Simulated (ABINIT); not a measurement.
An input for ABINIT 10.8.3 (CdS (Hawleyite)):

```
acell 3*1.0 Angstrom
rprim 
  -0.000000000000 2.958200000000 2.958200000000
  2.958200000000 -0.000000000000 2.958200000000
  2.958200000000 2.958200000000 -0.000000000000
ntypat 2
znucl 48 16
natom 2
typat 1 2
xred 
  0.000000000000 0.000000000000 0.000000000000
  0.250000000000 0.250000000000 0.250000000000
pp_dirpath "pseudos"
pseudos "Cd.upf, S.upf"
ecut 47
ngkpt 4 4 4
nshiftk 1
shiftk 0 0 0
kptopt 1
chksymbreak 0
iscf -2
irdden 1
istwfk *1
nband 105
nbdbuf 8
tolwfr 1e-09
nstep 60
prtvol 0
indata_prefix "in"
outdata_prefix "out"
tmpdata_prefix "tmp"
```

```sh
OMP_NUM_THREADS=1 mpirun -n 4 abinit run.abi > log
```

**Question.** Estimate wall time and host memory on 4 MPI ranks of Intel Xeon Platinum 8375C at 2.90GHz (Ice Lake), shared host.

It took 46 s; on shared hardware allow 23 s to 92 s. Peak host memory was 0.4 GiB.

[Paths, hosts, dates, memory and timing lines, banners, echoed tables and standing remarks are left out of the program output.]

[Logs are printed without paths, hosts, clocks, repeated set-up lines and the standing remarks that a program may print on its own settings, such as how far it seeks lower states.]

[Runs of the session that timed out or met a known fault of the program may be left out.]

[No measured gap is set beside runs whose start may be inverted or whose files or cutoffs have a known fault.]

[Hosts, paths, dates, database ids (printed as entryN), source tags and the programs' standing remarks are cut or masked in the printed files.]

[G0W0 gaps are taken among the corrected bands and points alone; a level outside them can change the order at an edge.]

[Where Ansatz stands beside ABINIT at settings called matched, ABINIT's density can come from a denser mesh and the files from another edition; pairs whose starting gaps differed by over 0.03 eV were left out, so agreement reads better than it is.]
